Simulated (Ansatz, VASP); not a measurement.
## One calculation of KCl, two programs

```
CELL_PARAMETERS angstrom
0.00000 3.70615 3.02147
3.70615 0.00000 3.02147
3.70615 3.70615 0.00000
ATOMIC_POSITIONS crystal
K 0.00000 0.00000 0.00000
Cl 0.25000 0.25000 0.25000
```

Change from the starting cell: epitaxial_xy strain +5.7%.

Alike in both runs: task single point; functional PBE; k mesh 6 × 6 × 6; occupations fermi-dirac, width 0.02 eV; no spin polarisation.

|  | VASP | Ansatz |
| --- | --- | --- |
| version | VASP 6.6.1 | Ansatz 0.2.0 |
| potentials or method | VASP PAW PBE potentials, release 64 (K_sv, Cl) | plane waves, PAW |
| plane-wave cutoff (eV) | 520 | 420 |
| valence electrons in the cell | 16 | 16 |

```tsv
	VASP	Ansatz	Ansatz less VASP
gap on the k mesh at the Fermi level (eV)	4.74	4.74	+0.001
pressure (GPa)	0.5	0.5	-0.01
largest component of the traceless stress (GPa)	0.15	0.13	-0.013
```

A k mesh can miss the band edges.
